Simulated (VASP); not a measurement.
A run of VASP 6.6.1:

INCAR

```
ALGO     = Fast           # electronic algorithm
EDIFF    = 1E-8           # SCF threshold, eV
ENCUT    = 520            # plane-wave cutoff, eV
ISIF     = 2              # what is computed and relaxed
ISMEAR   = 0              # smearing method
LASPH    = True           # aspherical terms in the spheres
LCHARG   = False          # write CHGCAR
LEPSILON = True           # dielectric tensor by DFPT
LREAL    = False          # projectors in reciprocal space
LWAVE    = False          # write WAVECAR
NELM     = 100            # most SCF steps
PREC     = Accurate       # precision mode
SIGMA    = 0.02           # smearing width, eV
```

Contents of KPOINTS:

```
k-points
0
Gamma
  3 3 3
```

POSCAR

```
Ge2Sb2Te5
1.0
    6.8391360000     -3.0660060000      0.0000000000
    6.8391360000      3.0660060000      0.0000000000
   -6.8309770000      0.0000000000      6.8476090000
Te Sb Ge
5 2 2
Direct
    0.5947020000      0.5947020000      0.3864330000
    0.7952880000      0.7952880000      0.1961120000
    0.0083240000      0.0083240000      0.0064350000
    0.2065190000      0.2065190000      0.8098030000
    0.3999590000      0.3999590000      0.5971180000
    0.9017080000      0.9017080000      0.5878730000
    0.1118700000      0.1118700000      0.4173520000
    0.2842870000      0.2842870000      0.1878300000
    0.4973430000      0.4973430000      0.0110440000
```

Potentials or basis: VASP PAW LDA potentials, release 64 (Te, Sb, Ge_d).

Run with:

```console
$ cat potpaw_LDA.64/Te/POTCAR potpaw_LDA.64/Sb/POTCAR potpaw_LDA.64/Ge_d/POTCAR > POTCAR
$ mpirun -np 1 vasp_std > vasp.out
```

Hardware: 1 thread of Intel(R) Xeon(R) Platinum 8488C (Sapphire Rapids), with other jobs on the host.

Problem. How long does it take, and how much memory?

Solution. It took 49 min on 1 thread of Intel(R) Xeon(R) Platinum 8488C (Sapphire Rapids), with other jobs on the host, peak memory 0.73 GiB. Counts: scf iterations 170, k points 10.
